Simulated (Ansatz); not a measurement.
# Be: the cost of one run

Method: DFT PBE, scalar-relativistic, plane waves, PAW, in Ansatz 0.2.0.

1 further run of the same task is left out (it didn't finish).

### Step 1. The starting structure

The structure is tetragonal, space group P4_2/mnm (No. 136). Conventional cell: a = 3.747 Å, b = 3.747 Å, c = 2.281 Å, α = 90.00°, β = 90.00°, γ = 90.00°. Be (site symmetry m2m) has 11 Be at 2.15 to 2.28 Å as nearest neighbours.

Structure file:

```xyz
4
Lattice="3.7468 0.0000 0.0000 0.0000 3.7468 0.0000 0.0000 0.0000 2.2813" Properties=species:S:1:pos:R:3 pbc="T T T"
Be    1.1143    1.1143    0.0000
Be    2.6325    2.6325    0.0000
Be    0.7591    2.9877    1.1406
Be    2.9877    0.7591    1.1406
```

The structure comes from the Materials Project (structure only).

### Step 2. A distortion that keeps the symmetry

Against the listed cell: strain xx, yy, zz, yz, xz, xy = +4.1, +4.1, +1.1, +0.0, +0.0, +0.0 %; atoms moved by 0.10 Å root mean square, at most 0.10 Å.

Input file input.yaml:

```yaml
crystal:
  lattice:
    - [3.9008829917, 0.0, 0.0]
    - [0.0, 3.9008829917, 0.0]
    - [0.0, 0.0, 2.3066478336]
  atoms:
    - { symbol: Be, position: [0.3162802147, 0.3162802147, 0.0] }
    - { symbol: Be, position: [0.6837197853, 0.6837197853, 0.0] }
    - { symbol: Be, position: [0.1837197853, 0.8162802147, 0.5] }
    - { symbol: Be, position: [0.8162802147, 0.1837197853, 0.5] }
basis:
  ecutwfc: 420
kpoints:
  mp_grid: { grid: [12, 12, 18] }
hamiltonian:
  xc: pbe
scf:
  occupations: { method: gaussian, width: 0.1 }
output:
  forces: true
  stress: true
  eigenvalues: true
  populations: true
```

The run is started by

```sh
$ ansatz run input.yaml --threads 1 --pin off --max-ram 1331MiB --backend cpu --events-out ev --progress --plain --runs-dir out
```

**Question.** How long does this run take on 1 thread of an x86-64 CPU, shared host, and how much memory does it need?

About 12 s, with a peak of 0.37 GiB.
